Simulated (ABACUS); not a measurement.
**Ni: relaxation of cell and atoms with PW91**

The system is Ni.

```
Ni
1.0
     0.00000    1.73757    1.73757
     1.73757    0.00000    1.73757
     1.73757    1.73757    0.00000
Ni
1
Direct
  0.00000 0.00000 0.00000
```

| Property | Result |
| --- | --- |
| Program | ABACUS 3.10.1 |
| Task | relaxation of cell and atoms |
| Functional | PW91 |
| Potentials or basis | SG15 ONCV 1.2 PBE |
| Cutoff | 1333 eV |
| Density cutoff | 5333 eV |
| Basis | plane waves |
| k mesh | 10 × 10 × 10 |
| Occupations | fermi-dirac, width 0.05 eV |
| Spin | collinear spin, ferromagnetic start |
| Starting moments | [1.0] μB |
| Max steps of the relaxation | 60 |
| Force threshold | 0.02 eV/Å |
| Optimiser | cg |
| Stress threshold | 0.5 kbar |
| Radial cutoff of the potentials (pseudo_rcut) | 10 bohr |
| SCF threshold on the density | 1e-08 |
| Max SCF steps | 100 |
| Eigensolver | dav |
| Mixing | broyden |
| Mixing share | 0.4 |
| Symmetry key | 1 |

* Relaxed volume: 10.92 Å³/atom
* Relaxed cell: a = 2.491 Å, b = 2.491 Å, c = 2.491 Å, α = 60.00°, β = 60.00°, γ = 60.00°
* Space group after relaxing (to 0.05 Å): Fm-3m (No. 225)
* Energy gained by relaxing: 11.4 meV/atom
* Ionic steps: 7
* Pressure after relaxing: 0.0 GPa
* Band gap on the k mesh: none (metal or under the smearing width)
* Net moment: 0.70 μB per cell
* Absolute moment: 0.78 μB per cell

The path:
| step | energy change (eV) | largest force (eV/Å) | pressure (GPa) | volume (Å³) |
| --- | --- | --- | --- | --- |
| 1 | 0.0000 | 0.0000 | 8.72 | 10.49 |
| 2 | 0.0010 | 0.0000 | -7.76 | 11.42 |
| 3 | -0.0114 | 0.0000 | -0.06 | 10.93 |
| 4 | -0.0114 | 0.0000 | 0.06 | 10.92 |
| 5 | -0.0114 | 0.0000 | -0.10 | 10.93 |
| 6 | -0.0114 | 0.0000 | 0.11 | 10.92 |
| 7 | -0.0114 | 0.0000 | -0.04 | 10.92 |

Final structure:
```cif
data_structure
_symmetry_space_group_name_H-M 'P 1'
_symmetry_Int_Tables_number 1
_cell_length_a 2.4906
_cell_length_b 2.4906
_cell_length_c 2.4906
_cell_angle_alpha 60.000
_cell_angle_beta 60.000
_cell_angle_gamma 60.000
_cell_volume 10.92
loop_
_atom_site_label
_atom_site_type_symbol
_atom_site_fract_x
_atom_site_fract_y
_atom_site_fract_z
_atom_site_occupancy
Ni1 Ni 0.00000 0.00000 0.00000 1
```

Levels at points of the mesh, in eV from the Fermi level:
Spin up:
| k point | band 7 | band 8 | band 9 | band 10 | band 11 | band 12 |
| --- | --- | --- | --- | --- | --- | --- |
| (0.00, 0.00, 0.00) | -2.50 | -2.50 | -1.30 | -1.30 | 24.01 | 27.68 |
| (0.50, 0.50, 0.50) | -2.46 | -0.66 | -0.66 | -0.23 | 5.62 | 22.46 |
| (0.50, 0.50, 0.00) | -0.59 | -0.54 | -0.54 | 2.48 | 9.20 | 14.84 |
Spin down:
| k point | band 6 | band 7 | band 8 | band 9 | band 10 | band 11 | band 12 | band 13 |
| --- | --- | --- | --- | --- | --- | --- | --- | --- |
| (0.00, 0.00, 0.00) | -1.67 | -1.67 | -1.67 | -0.64 | -0.64 | 23.86 | 27.70 | 27.70 |
| (0.50, 0.50, 0.50) | -1.77 | -1.77 | -0.28 | 0.17 | 0.17 | 6.07 | 22.34 | 24.77 |
| (0.50, 0.50, 0.00) | -3.55 | 0.09 | 0.39 | 0.39 | 2.45 | 9.47 | 14.87 | 14.87 |

Run time: 24 s on 4 MPI ranks on AMD EPYC 9R14 (Zen 4), on a shared host, peak memory 0.36 GiB a rank.

Caveat: the potentials were made for another functional, which shifts forces and pressure.
